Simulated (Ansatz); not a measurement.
# Ionic part of the dielectric constant of MgO at 40.2 GPa, mode by mode

All numbers below come from DFT PBE, scalar-relativistic, plane waves, PAW in Ansatz 0.2.0. Settings: 420 eV plane-wave cutoff, Γ-centred 12×12×12 mesh, fixed occupations. No spin polarisation. Phonons by linear response, acoustic sum rule imposed.

The structure is cubic, space group Pm-3m (No. 221). The conventional cell has a = 2.493 Å, b = 2.493 Å, c = 2.493 Å, α = 90.00°, β = 90.00°, γ = 90.00°. Mg (site symmetry m-3m) has 8 O at 2.16 Å as nearest neighbours. O (site symmetry m-3m) has 8 Mg at 2.16 Å as nearest neighbours.

The cell is the ideal cubic caesium chloride prototype; this isn't the usual structure of the compound.

The primitive cell has V = 15.49 Å³ and ε∞,zz = 3.373. Each polar mode adds Δε = (4.92064×10⁷/V)·S/ν² along z, with S its oscillator strength in e²/amu, ν in cm⁻¹ and V in Å³.

**Question.** From these modes, find each Δε and ε0,zz.
| ν (cm⁻¹) | S_zz (e²/amu) |
| --- | --- |
| 327.3 | 0.4417 |

**Answer.**
| ν (cm⁻¹) | Δε |
| --- | --- |
| 327.3 | 13.10 |

The sum is 13.098, so ε0,zz = 16.47; the run's tensor has 16.47.

**Question.** Where do the longitudinal modes lie for a wave vector along z?

**Answer.** At 723 cm⁻¹. The Lyddane–Sachs–Teller product Π(ν_LO/ν_TO)² = 4.88 matches ε0/ε∞ = 4.88.

Cost: 1 run of about 1.9 core-minutes, on AMD EPYC 7R43 (Zen 3) (shared hosts).

The lattice supplies most of the static dielectric response: the single polar mode along z adds 13.10 to an electronic part of only 3.373. This doesn't require an anomalous dynamical charge. The oscillator strength, taken with the reduced mass of the Mg–O pair, corresponds to a Born charge close to the formal ionic value, as expected for a strongly ionic oxide without the covalent charge transfer typical of ferroelectric perovskites. The large contribution comes instead from the fairly soft transverse mode at 327.3 cm⁻¹, since Δε grows as the inverse square of the frequency. In such a lattice, short-range repulsion stiffens the transverse vibration while the dipolar local field softens it. Eightfold coordination, with longer and individually weaker contacts than in rock salt, probably shifts this balance towards softness. For the longitudinal mode, the macroscopic field adds a restoring force that the small electronic permittivity screens only weakly, hence the wide splitting up to 723 cm⁻¹. A real polar frequency at the zone centre doesn't establish dynamical stability at other wave vectors.
